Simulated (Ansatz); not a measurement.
# ZrO2 (tetragonal-ZrO2 type, space group P4_2/nmc), scan of one atom of the cell

ZrO2 (tetragonal-ZrO2 type, space group P4_2/nmc)

```
ZrO2
1.0
    3.62082     0.00000     0.00000
    0.00000     3.62082     0.00000
    0.00000     0.00000     5.28425
Zr O
2 4
Direct
  0.00000   0.00000   0.00000
  0.50000   0.50000   0.50000
  0.00000   0.50000   0.19251
  0.00000   0.50000   0.69251
  0.50000   0.00000   0.30749
  0.50000   0.00000   0.80749
```

In this cell atom 1 (Zr, nearest neighbour O at 2.077 Å; its periodic images, 3.6 Å or more away, move with it) is moved by s along Cartesian z, unit vector (0.000, 0.000, 1.000); all other atoms and the cell stay fixed.

Level of theory: PBE (plane waves to 420 eV, PAW, scalar-relativistic; Ansatz, a first-principles code). k mesh 7×7×5 (Γ-centred), Fermi-Dirac smearing 0.05 eV. The energy includes the smearing's −TS. Stress and pressure are positive under compression. F∥ is the force on the atom along that direction. The PAW data are Ansatz's earlier set. This is a high-temperature form of ZrO2. ZrO2 is run without spin polarisation. ZrO2 was relaxed with its symmetry unable to fall. ΔE is measured from the undisplaced structure.

```
s (Å)   ΔE (meV/cell)  P (GPa)  F∥ (eV/Å)
------  -------------  -------  ---------
-0.210            484      2.5      4.522
-0.168            312      1.6      3.667
-0.126            176      0.9      2.779
-0.084             79      0.4      1.867
-0.042             20      0.1      0.938
0.000               0      0.0      0.000
0.042              20      0.1     -0.938
0.084              79      0.4     -1.867
0.126             176      0.9     -2.779
0.168             312      1.6     -3.667
0.210             484      2.5     -4.522
```

Key numbers:

| Item | Result |
|---|---|
| Energy at s = 0.210 Å | 484 meV/cell |
| Force along the line at s = -0.210 Å | 4.52 eV/Å |
| Symmetry of the curve | even: the same for both signs |
| Shape of the curve | a single well with its minimum at or next to zero displacement |
| Force constant k = d²E/ds² at s = 0 (finite differences) | 22.4 eV/Å² |
| Harmonic estimate at the end of the scan | ½ks² = 493 meV/cell against the computed 484 meV/cell, so the well is close to harmonic there |

(For displaced atoms, the force is minus the slope of the energy, and its curvature is a force constant, which sets phonon frequencies.)
